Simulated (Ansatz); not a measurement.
Input, command and steps of an Ansatz relaxation.

```yaml
crystal:
  lattice:
    - [2.6330027513, 0.0, 0.0]
    - [0.0, 2.6330027513, 0.0]
    - [0.0, 0.0, 2.6330027513]
  atoms:
    - { symbol: Al, position: [0.5, 0.5, 0.5] }
    - { symbol: Ni, position: [0.0, 0.0, 0.0] }
basis:
  ecutwfc: 420
kpoints:
  mp_grid: { grid: [16, 16, 16] }
hamiltonian:
  xc: pbe
scf:
  occupations: { method: gaussian, width: 0.1 }
output:
  forces: true
  stress: true
  eigenvalues: true
  write_density: true
  write_potential: true
  elf: true
  volumetric_format: npy
relax:
  adjacent_minimum: "off"
  f_tol: 0.008
  max_steps: 50
  cell: { stress_tol: 0.08, p_target: 90.0 }
```

```bash
ansatz run input.yaml --threads 1 --pin off --max-ram 2560MiB --backend cpu --events-out ev --progress --plain --runs-dir out
```

The calculation used Ansatz, DFT PBE, scalar-relativistic, plane waves, PAW.

Of 4 frames 3 are shown, positions in Å and forces in eV/Å; the SCF threshold varies from step to step. Steps run on the plane waves of an earlier cell, with a Pulay correction in the pressure. The basis is chosen afresh for the last frame, the zero of the energies, and at times for earlier ones too; energy and pressure step there, also at an unchanged geometry. The relaxation lowers the enthalpy F + PV at the target pressure, so the free energy itself can rise. Spin polarisation was left out; whether the Ni atoms would carry moments isn't shown by this run.

```xyz
2
Lattice="2.6330 0.0000 0.0000 0.0000 2.6330 0.0000 0.0000 0.0000 2.6330" Properties=species:S:1:pos:R:3:forces:R:3 pbc="T T T" step=1 free_energy_over_end_meV_per_atom=-73.72 pressure_GPa=82.76
Al    1.3165    1.3165    1.3165    0.0000    0.0000    0.0000
Ni    0.0000    0.0000    0.0000    0.0000    0.0000    0.0000
2
Lattice="2.6242 0.0000 0.0000 0.0000 2.6242 0.0000 0.0000 0.0000 2.6242" Properties=species:S:1:pos:R:3:forces:R:3 pbc="T T T" step=2 free_energy_over_end_meV_per_atom=-25.03 pressure_GPa=87.59
Al    1.3121    1.3121    1.3121    0.0000    0.0000    0.0000
Ni    0.0000    0.0000    0.0000    0.0000    0.0000    0.0000
2
Lattice="2.6198 0.0000 0.0000 0.0000 2.6198 0.0000 0.0000 0.0000 2.6198" Properties=species:S:1:pos:R:3:forces:R:3 pbc="T T T" step=4 free_energy_over_end_meV_per_atom=0.00 pressure_GPa=90.03
Al    1.3099    1.3099    1.3099    0.0000    0.0000    0.0000
Ni    0.0000    0.0000    0.0000    0.0000    0.0000    0.0000
```

The run took 11 s on 1 thread of Arm Neoverse V2, with other jobs on the host, peak memory 0.34 GiB.